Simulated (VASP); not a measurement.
Crystal: BP.

```
P B
1.0
     0.00000    2.26900    2.26900
     2.26900    0.00000    2.26900
     2.26900    2.26900    0.00000
P B
1 1
Cartesian
  3.4035 3.4035 3.4035
  0.0000 0.0000 0.0000
```

A sound run:

```yaml
Program: VASP 6.6.1
Task: dielectric tensor
Functional: LDA
Potentials_or_basis: VASP PAW LDA potentials, release 64 (P, B)
Cutoff: 800 eV
k_mesh: 12 × 12 × 12
Occupations: gaussian, width 0.01 eV
Spin: no spin polarisation
```

It gives band gap on the k mesh 1.18 eV, indirect (least direct gap 3.38 eV).

Q: What do these careless settings give instead: cutoff 400 eV in place of 800 eV; k mesh 8 × 8 × 8 in place of 12 × 12 × 12?

A: Band gap on the k mesh 1.22 eV, indirect (least direct gap 3.38 eV). The run converged, but these numbers show the error of the settings and aren't properties of the crystal.
